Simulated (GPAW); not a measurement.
# ZnO (zincite): relaxation of cell and atoms with PBEsol+D4

The system is ZnO (zincite).

```
Zn O
1.0
     3.24931    0.00000    0.00000
    -1.62465    2.81398    0.00000
     0.00000    0.00000    5.20571
Zn O
2 2
Direct
  0.66667 0.33333 0.00000
  0.33333 0.66667 0.50000
  0.33333 0.66667 0.87901
  0.66667 0.33333 0.37901
```

* Program: GPAW 26.7.0
* Task: relaxation of cell and atoms
* Functional: PBEsol
* Dispersion: D4
* Potentials or basis: PAW data sets generated in the run's folder for this functional
* Cutoff: 800 eV
* Basis: pw
* k mesh: 6 × 6 × 4
* Occupations: fermi-dirac, width 0.05 eV
* Spin: no spin polarisation
* Maxiter: 150
* Optimizer: BFGS
* Fmax: 0.02 eV/Å
* Max steps: 60
* Convergence: density=1e-05 forces=0.0001

- Relaxed volume: 11.62 Å³/atom
- Relaxed cell: a = 3.220 Å, b = 3.220 Å, c = 5.175 Å, α = 90.00°, β = 90.00°, γ = 120.00°
- Space group after relaxing (to 0.05 Å): P6_3mc (No. 186)
- Energy gained by relaxing: 3.2 meV/atom
- Ionic steps: 5
- Pressure after relaxing: -0.1 GPa
- Largest force after relaxing: 0.004 eV/Å
- Band gap on the k mesh: 0.72 eV, direct
- Dispersion energy per atom: -0.139 eV

Forces on the atoms (eV/Å):
```
Zn   0.000  0.000  0.004
Zn   0.000  0.000  0.004
O    0.000  0.000 -0.004
O    0.000  0.000 -0.004
```

Stress tensor (GPa, compression positive):
```
-0.18  0.00  0.00
 0.00 -0.18  0.00
 0.00  0.00  0.16
```

The path:
```tsv
step	energy change (eV)	largest force (eV/Å)	pressure (GPa)	volume (Å³)
1	0.0000	0.0631	-3.44	47.60
2	-0.0029	0.0483	-3.08	47.47
3	-0.0124	0.0538	-0.14	46.50
4	-0.0125	0.0414	-0.19	46.51
5	-0.0128	0.0039	-0.07	46.47
```

Final structure:
```
Zn O
1.0
     3.22023    0.00000    0.00000
    -1.61012    2.78880    0.00000
     0.00000    0.00000    5.17494
Zn O
2 2
Direct
  0.66667 0.33333 0.99938
  0.33333 0.66667 0.49937
  0.33333 0.66667 0.87964
  0.66667 0.33333 0.37964
```

Levels at points of the mesh, in eV from the valence-band top:
| k point | band 15 | band 16 | band 17 | band 18 | band 19 | band 20 | band 21 | band 22 |
| --- | --- | --- | --- | --- | --- | --- | --- | --- |
| (0.00, 0.00, 0.00) | -0.83 | -0.10 | 0.00 | 0.00 | 0.72 | 5.19 | 8.18 | 12.86 |
| (0.00, 0.00, 0.50) | -0.41 | -0.41 | -0.41 | -0.41 | 3.42 | 3.42 | 10.03 | 10.03 |
| (0.50, 0.00, 0.00) | -2.91 | -2.37 | -1.34 | -0.88 | 5.78 | 6.74 | 7.48 | 8.58 |
| (0.50, 0.00, 0.50) | -1.58 | -1.58 | -1.42 | -1.42 | 5.61 | 5.61 | 8.48 | 8.48 |
| (0.50, 0.50, 0.00) | -2.91 | -2.37 | -1.34 | -0.88 | 5.78 | 6.74 | 7.48 | 8.58 |
| (0.50, 0.50, 0.50) | -1.58 | -1.58 | -1.42 | -1.42 | 5.61 | 5.61 | 8.48 | 8.48 |

It took 4.2 min on 1 thread of Arm Neoverse V2 (shared host), peak memory 0.38 GiB.

Caveat: later steps reuse the first step's grids. Expect the measured gap to be larger: semilocal functionals such as PBEsol lack the derivative discontinuity.
